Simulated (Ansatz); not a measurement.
Runs of Ansatz 0.2.0 on Lu. The structure is cubic, space group Im-3m (No. 229). Conventional cell: a = 3.908 Å, b = 3.908 Å, c = 3.908 Å, α = 90.00°, β = 90.00°, γ = 90.00°. Lu (site symmetry m-3m) has 8 Lu at 3.38 Å as nearest neighbours. This isn't the form of Lu at room conditions, which is hcp.

| task | level | potentials or basis | cell | k mesh | cutoff (eV) | smearing | gap on the mesh (eV) | pressure (GPa) | relaxed volume (Å³/atom) |
| --- | --- | --- | --- | --- | --- | --- | --- | --- | --- |
| density of states | r2SCAN0 | Ansatz PAW | as given | 7 × 7 × 7 | 500 | cold 0.01 eV | none | - | - |
| density of states | r2SCAN0 | SSSP precision PAW | as given | 7 × 7 × 7 | 612 | fermi-dirac 0.15 eV | none | - | - |
| single point | PBEsol | Ansatz PAW | as given | 10 × 10 × 10 | 420 | gaussian 0.05 eV | none | (a) | - |
| relaxation of cell and atoms | LDA | Ansatz PAW | relaxed | 10 × 10 × 10 | 420 | fermi-dirac 0.05 eV | none | 0.0 | 26.19 |
| relaxation of cell and atoms | PBEsol | Ansatz PAW | relaxed | 10 × 10 × 10 | 420 | fermi-dirac 0.05 eV | none | 0.0 | 27.91 |

Alike in all rows: no spin polarisation.

**Question.** Fill in the values left out.

**Answer.** (a) -2.9.

Caveats: the PAW data sets come from PBE, with cores solved anew for the run's functional, which leaves a small shift of forces and pressure (some runs); the plane-wave basis is chosen anew once the cell has moved, so the energies of steps on either side of that aren't comparable (some runs); the PAW data sets were made with another functional, which shifts forces and pressure a little (some runs).

A k mesh can miss the band edges, and the runs leave out spin-orbit coupling on Lu.

A gap of «none» marks a metal or a gap under the smearing width.

Not every run made on this cell is shown here.
